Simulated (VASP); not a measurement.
# CdS (Greenockite) (P6_3mc) in VASP: further runs

The runs below take CdS (Greenockite) through band structure, phonons, dielectric tensor, elastic constants, with PBE-EpsX, LDA, PBE, PBEsol.

Everything below comes from runs of VASP 6.6.1. Logs are shortened: lines on timing, memory, paths and dates and some standing lists are left out, and cuts for length are marked.

**Experimental background.**

From “Isotope dependence of band-gap energy”, 2008, arxiv:0807.2152, for a bulk crystal of CdS: band gap 2.5809 ± 0.0002 eV.

The runs below are set against these values where they give the same quantity.

### 1 The crystal as given

It takes space group P6_3mc (No. 186, hexagonal). Conventional cell: a = 4.131 Å, b = 4.131 Å, c = 6.725 Å, α = 90.00°, β = 90.00°, γ = 120.00°. Around Cd (site symmetry 3m) lie 4 S at 2.53 Å. Around S (site symmetry 3m) lie 4 Cd at 2.53 Å.

### 2 Band structure, PBE-EpsX

Contents of POSCAR:

```
CdS                                     
1.0
    4.1314640049      0.0000000000      0.0000000000
   -2.0657320024      3.5779527831      0.0000000000
    0.0000000000      0.0000000000      6.7246200059
  Cd              S             
     2     2
Direct
     0.3333333332999970    0.6666666667000030    0.9993194298335599
     0.6666666667000030    0.3333333332999970    0.4993194298335598
     0.3333333332999970    0.6666666667000030    0.3756805701664402
     0.6666666667000030    0.3333333332999970    0.8756805701664401
```

Contents of INCAR.step1:

```
ALGO = Normal
EDIFF = 1E-8
ENCUT = 520
GGA = PE
ISIF = 2
ISMEAR = 0
KPAR = 4
LASPH = T
LCHARG = F
LEPSILON = T
LREAL = F
LWAVE = F
NELM = 80
PREC = Accurate
SIGMA = 0.03
```

Contents of KPOINTS.step1:

```
Automatic mesh
0
G
  9 9 4
  0 0 0
```

Contents of INCAR.step2:

```
ALGO = Normal
EDIFF = 1E-5
ENCUT = 520
GGA = PE
ISIF = 2
ISMEAR = 0
KPAR = 4
LASPH = T
LCHARG = F
LREAL = F
LWAVE = T
NELM = 80
PREC = Accurate
SIGMA = 0.03
```

Contents of KPOINTS.step2:

```
k-points
0
Gamma
  6 6 3
```

Contents of INCAR.step3:

```
AEXX = 0.1617
ALGO = Normal
EDIFF = 1E-6
ENCUT = 520
GGA = PE
HFRCUT = -1
ISIF = 2
ISMEAR = 0
ISTART = 1
KPAR = 4
LASPH = T
LCHARG = F
LHFCALC = T
LREAL = F
LWAVE = F
NELM = 80
PREC = Accurate
PRECFOCK = Fast
SIGMA = 0.03
```

Contents of KPOINTS.step3:

```
k-points
0
Gamma
  6 6 3
```

Contents of KPOINTS_OPT:

```
explicit points
6
Reciprocal
 0.0000000000  0.0000000000  0.0000000000 1
 0.0000000000  0.0000000000  0.5000000000 1
 0.3333333333  0.3333333333  0.5000000000 1
 0.3333333333  0.3333333333  0.0000000000 1
 0.5000000000  0.0000000000  0.5000000000 1
 0.5000000000  0.0000000000  0.0000000000 1
```

Potentials or basis: VASP PAW PBE potentials, release 64 (Cd, S).

On the command line:

```sh
$ cat potpaw_PBE.64/Cd/POTCAR potpaw_PBE.64/S/POTCAR > POTCAR
$ cp INCAR.step1 INCAR
$ cp KPOINTS.step1 KPOINTS
$ mpirun -np 4 vasp_std > vasp.out
$ cp INCAR.step2 INCAR
$ cp KPOINTS.step2 KPOINTS
$ mpirun -np 4 vasp_std > vasp.out
$ cp INCAR.step3 INCAR
$ cp KPOINTS.step3 KPOINTS
$ mpirun -np 4 vasp_std > vasp.out
```

OUTCAR:

```text
AEXX = 0.1617
   EDIFF = 1E-6
   ENCUT = 520
   GGA = PE
   ISIF = 2
   ISMEAR = 0
   ISTART = 1
   LASPH = T
   LHFCALC = T
   LREAL = F
   NELM = 80
   PREC = Accurate
   PRECFOCK = Fast

 ion  position               nearest neighbor table
   1  0.333  0.667  0.999-   4 2.53   4 2.53   4 2.53   3 2.53
   2  0.667  0.333  0.499-   3 2.53   3 2.53   3 2.53   4 2.53
   3  0.333  0.667  0.376-   2 2.53   2 2.53   2 2.53   1 2.53
   4  0.667  0.333  0.876-   1 2.53   1 2.53   1 2.53   2 2.53

  LATTYP: Found a hexagonal cell.
 ALAT       =     4.1314640049
 C/A-ratio  =     1.6276603156

  Lattice vectors:

 A1 = (   4.1314640049,   0.0000000000,   0.0000000000)
 A2 = (  -2.0657320024,   3.5779527831,   0.0000000000)
 A3 = (   0.0000000000,   0.0000000000,   6.7246200059)

Analysis of symmetry for initial positions (statically):
=====================================================================
 Subroutine PRICEL returns:
 Original cell was already a primitive cell.

 Routine SETGRP: Setting up the symmetry group for a
 hexagonal supercell.

 Subroutine GETGRP returns: Found 12 space group operations
 (whereof  6 operations were pure point group operations)
 out of a pool of 24 trial point group operations.

The static configuration has the point symmetry C_3v.
 The point group associated with its full space group is C_6v.

Analysis of symmetry for dynamics (positions and initial velocities):
=====================================================================
 Subroutine PRICEL returns:
 Original cell was already a primitive cell.

 Routine SETGRP: Setting up the symmetry group for a
 hexagonal supercell.

 Subroutine GETGRP returns: Found 12 space group operations
 (whereof  6 operations were pure point group operations)
 out of a pool of 24 trial point group operations.

The dynamic configuration has the point symmetry C_3v.
 The point group associated with its full space group is C_6v.

 Subroutine INISYM returns: Found 12 space group operations
 (whereof  6 operations are pure point group operations),
 and found     1 'primitive' translations

----------------------------------------------------------------------------------------

                                     Primitive cell

  volume of cell :      99.4046

  direct lattice vectors                    reciprocal lattice vectors
     4.131464005  0.000000000  0.000000000     0.242044950  0.139744717  0.000000000
    -2.065732002  3.577952783  0.000000000     0.000000000  0.279489434  0.000000000
     0.000000000  0.000000000  6.724620006     0.000000000  0.000000000  0.148707287

  length of vectors
     4.131464005  4.131464005  6.724620006     0.279489434  0.279489434  0.148707287

  position of ions in fractional coordinates (direct lattice)
     0.333333333  0.666666667  0.999319430
     0.666666667  0.333333333  0.499319430
     0.333333333  0.666666667  0.375680570
     0.666666667  0.333333333  0.875680570

  ion indices of the primitive-cell ions
   primitive index   ion index
                 1           1
                 2           2
                 3           3
                 4           4

----------------------------------------------------------------------------------------

 KPOINTS: k-points

Automatic generation of k-mesh.
 Grid dimensions read from file:
 generate k-points for:    6    6    3

 Generating k-lattice:

  Cartesian coordinates                     Fractional coordinates (reciprocal lattice)
     0.040340825  0.023290786  0.000000000     0.166666667  0.000000000  0.000000000
     0.000000000  0.046581572  0.000000000     0.000000000  0.166666667  0.000000000
     0.000000000  0.000000000  0.049569096     0.000000000  0.000000000  0.333333333

  Length of vectors
     0.046581572  0.046581572  0.049569096

  Shift w.r.t. Gamma in fractional coordinates (k-lattice)
     0.000000000  0.000000000  0.000000000

 Subroutine IBZKPT returns following result:
 ===========================================

 Found     14 irreducible k-points:

 Following reciprocal coordinates:
            Coordinates               Weight
  0.000000  0.000000  0.000000      1.000000
  0.166667  0.000000  0.000000      6.000000
  0.333333  0.000000  0.000000      6.000000
  0.500000 -0.000000  0.000000      3.000000
  0.166667  0.166667  0.000000      6.000000
  0.333333  0.166667  0.000000     12.000000
  0.333333  0.333333  0.000000      2.000000
  0.000000  0.000000  0.333333      2.000000
  0.166667  0.000000  0.333333     12.000000
  0.333333  0.000000  0.333333     12.000000
  0.500000 -0.000000  0.333333      6.000000
  0.166667  0.166667  0.333333     12.000000
  0.333333  0.166667  0.333333     24.000000
  0.333333  0.333333  0.333333      4.000000
   k-points           NKPTS =     14   k-points in BZ     NKDIM =    108   number of bands    NBANDS=     22
   number of dos      NEDOS =    301   number of ions     NIONS =      4
   total plane-waves  NPLWV =  51200
   dimension x,y,z NGX =    32 NGY =   32 NGZ =   50
   dimension x,y,z NGXF=    64 NGYF=   64 NGZF=  100
   ions per type =               2   2
   NGX,Y,Z   is equivalent  to a cutoff of  12.88, 12.88, 12.36 a.u.
   NGXF,Y,Z  is equivalent  to a cutoff of  25.75, 25.75, 24.72 a.u.
 SYSTEM =  unknown system
   PREC   = accura    normal or accurate (medium, high low for compatibility)
   ISTART =      1    job   : 0-new  1-cont  2-samecut
   ICHARG =      0    charge: 1-file 2-atom 10-const
   ISPIN  =      1    spin polarized calculation?
   LNONCOLLINEAR =      F non collinear calculations
   LSORBIT =      F    spin-orbit coupling
   LASPH  =      T    aspherical Exc in radial PAW
   ENCUT  =  520.0 eV  38.22 Ry    6.18 a.u.   7.68  7.68 12.50*2*pi/ulx,y,z
   NELM   =     80;   NELMIN=  2; NELMDL=  0     # of ELM steps
   EDIFF  = 0.1E-05   stopping-criterion for ELM
   LREAL  =      F    real-space projection
   EDIFFG = 0.1E-04   stopping-criterion for IOM
   NSW    =      0    number of steps for IOM
   IBRION =     -1    ionic relax: 0-MD 1-quasi-New 2-CG
   NFREE  =      0    steps in history (QN), initial steepest desc. (CG)
   ISIF   =      2    stress and relaxation
   ISYM   =      3    0-nonsym 1-usesym 2-fastsym
   POTIM  = 0.5000    time-step for ionic-motion
   TEBEG  =    0.0;   TEEND  =   0.0 temperature during run
   PSTRESS=    0.0 pullay stress
   NELECT =      36.0000    total number of electrons
   NUPDOWN=      -1.0000    fix difference up-down
   EMIN   =  10.00;   EMAX   =-10.00  energy-range for DOS
   EFERMI =   0.00;   METHOD = LEGACY
   ISMEAR =     0;   SIGMA  =   0.03  broadening in eV -4-tet -1-fermi 0-gaus
   EFERMI_NEDOS =   21; number of points for ismear=-14 and -15
   IALGO  =     38    algorithm
   IMIX   =      1    mixing-type and parameters
     AMIX     =   0.40;   BMIX     =  1.00
     AMIX_MAG =   1.60;   BMIX_MAG =  1.00
  volume/ion in A,a.u.               =      24.85       167.70
  Fermi-wavevector in a.u.,A,eV,Ry     =   1.166918  2.205155 18.527011  1.361697
  Thomas-Fermi vector in A             =   2.303425
   LORBIT       =      0    0 simple, 1 ext, 2 COOP (PROOUT), +10 PAW based schemes
   GGA     = PE    functional components
   LHFCALC =     T    Hartree Fock is set to
   PRECFOCK=fast      Normal, Fast or Accurate (Low or Medium for compatibility)
   ENCUT4O =  -1.0   cutoff for four orbital integrals eV
   NKREDX  =     1    reduce k-point grid by
   NKREDY  =     1    reduce k-point grid by
   NKREDZ  =     1    reduce k-point grid by
   AEXX    =    0.1617 exact exchange contribution
   HFSCREEN=    0.0000 screening length (either q_TF or 0.3 A-1)
   HFSCREENC=   0.0000 screening length for correlation (either q_TF or 0.3 A-1)
   ENCUTFOCK=  -1.0 apply spherical cutoff to Coloumb kernel
   IVDW    =     0    specifies the selected vdW correction
   LEPSILON=     F    determine dielectric tensor
   LRPA    =     F    only Hartree local field effects (RPA)
 non-spin polarized calculation
 Gauss-broadening in eV      SIGMA  =   0.03
  energy-cutoff  :      520.00
  volume of cell :       99.40
 maximum number of plane-waves:      2719
 NGX is ok and might be reduce to    32
  NGX = 18; NGY = 18; NGZ = 30

 number of electron      35.9999995 magnetization

 Free energy of the ion-electron system (eV)
  ---------------------------------------------------
  ext. energy  EPLUGINS =         0.00000000
  ---------------------------------------------------
  free energy    TOTEN  =       -14.86964528 eV

  energy without entropy =      -14.86964528  energy(sigma->0) =      -14.86964528

 E-fermi :   0.8280     XC(G=0):  -7.8878

 val. band max:        0.6525429677   @ k =   0.0000   0.0000   0.0000
 cond. band min:       2.9404190691   @ k =   0.0000   0.0000   0.0000
 fundamental gap:      2.2878761014
 Fermi energy:         0.8280337563

 k-point     1 :       0.0000    0.0000    0.0000
  band No.  band energies     occupation
      1     -12.5391      2.00000
      2     -12.0871      2.00000
      3      -7.8203      2.00000
      4      -7.8120      2.00000
      5      -7.8120      2.00000
      6      -7.7265      2.00000
[... 14 lines left out ...]
     21       8.3347      0.00000
     22       8.3347      0.00000

 k-point     2 :       0.1667    0.0000    0.0000
  band No.  band energies     occupation
      1     -12.4386      2.00000
      2     -12.0441      2.00000
      3      -7.7880      2.00000
      4      -7.7743      2.00000
      5      -7.7331      2.00000
      6      -7.6774      2.00000
[... 14 lines left out ...]
     21       7.5886      0.00000
     22       8.6739      0.00000

 k-point     3 :       0.3333    0.0000    0.0000
  band No.  band energies     occupation
      1     -12.2228      2.00000
      2     -11.9729      2.00000
      3      -7.7321      2.00000
      4      -7.7160      2.00000
      5      -7.5867      2.00000
      6      -7.5649      2.00000
[... 14 lines left out ...]
     21       7.1692      0.00000
     22       8.0863      0.00000
[... 226 lines left out ...]
 k-point    13 :       0.3333    0.1667    0.3333
  band No.  band energies     occupation
      1     -12.0545      2.00000
      2     -11.9835      2.00000
      3      -7.6817      2.00000
      4      -7.6651      2.00000
      5      -7.6078      2.00000
      6      -7.5653      2.00000
[... 14 lines left out ...]
     21       7.3028      0.00000
     22       7.7572      0.00000

 k-point    14 :       0.3333    0.3333    0.3333
  band No.  band energies     occupation
      1     -11.9848      2.00000
      2     -11.9848      2.00000
      3      -7.6776      2.00000
      4      -7.6145      2.00000
      5      -7.6145      2.00000
      6      -7.5504      2.00000
[... 14 lines left out ...]
     21       7.1226      0.00000
     22       8.5346      0.00000

------------------------ aborting loop because EDIFF is reached ----------------------------------------

  FORCE on cell =-STRESS in cart. coord.  units (eV):
  Direction    XX          YY          ZZ          XY          YZ          ZX
  --------------------------------------------------------------------------------------
  -------------------------------------------------------------------------------------
  Total        1.3838671      1.3838671      1.3560441      0.0000000     -0.0000000     -0.0000000
  in kB       22.3048153     22.3048153     21.8563721      0.0000000     -0.0000000     -0.0000000
  external PRESSURE =      22.1553342 kB  Pullay stress =       0.0000000 kB

 VOLUME and BASIS-vectors are now :
 -----------------------------------------------------------------------------
  energy-cutoff  :      520.00
  volume of cell :       99.40
      direct lattice vectors                 reciprocal lattice vectors
     4.131464005  0.000000000  0.000000000     0.242044950  0.139744717  0.000000000
    -2.065732002  3.577952783  0.000000000     0.000000000  0.279489434  0.000000000
     0.000000000  0.000000000  6.724620006     0.000000000  0.000000000  0.148707287

 POSITION                                       TOTAL-FORCE (eV/Angst)
 -----------------------------------------------------------------------------------
     -0.00000      2.38530      6.72004         0.000000      0.000000     -0.002988
      2.06573      1.19265      3.35773        -0.000000     -0.000000     -0.002988
     -0.00000      2.38530      2.52631        -0.000000     -0.000000      0.002988
      2.06573      1.19265      5.88862         0.000000      0.000000      0.002988
 -----------------------------------------------------------------------------------
    total drift:                               -0.000000      0.000001     -0.001335

  FREE ENERGIE OF THE ION-ELECTRON SYSTEM (eV)
  ---------------------------------------------------
  free  energy   TOTEN  =       -14.8696452759 eV

  energy  without entropy=      -14.8696452759  energy(sigma->0) =      -14.86964528
```

Run time: 21 min. Hardware: 4 MPI ranks of Intel Xeon Platinum 8488C (Sapphire Rapids), shared host; peak memory 0.56 GiB.

What came out:

```
Free energy             : -14.8696 eV
Pressure                : 2.2 GPa
Band gap on the k mesh  : 2.29 eV, direct
Band gap along the path : 2.29 eV, direct
```

Forces on the atoms (eV/Å):
```
Cd   0.000  0.000 -0.003
Cd   0.000  0.000 -0.003
S    0.000  0.000  0.003
S    0.000  0.000  0.003
```

Caveat: the PAW data sets were made with another functional, which shifts forces and pressure a little.

(Part 1 of 3 ends here.)
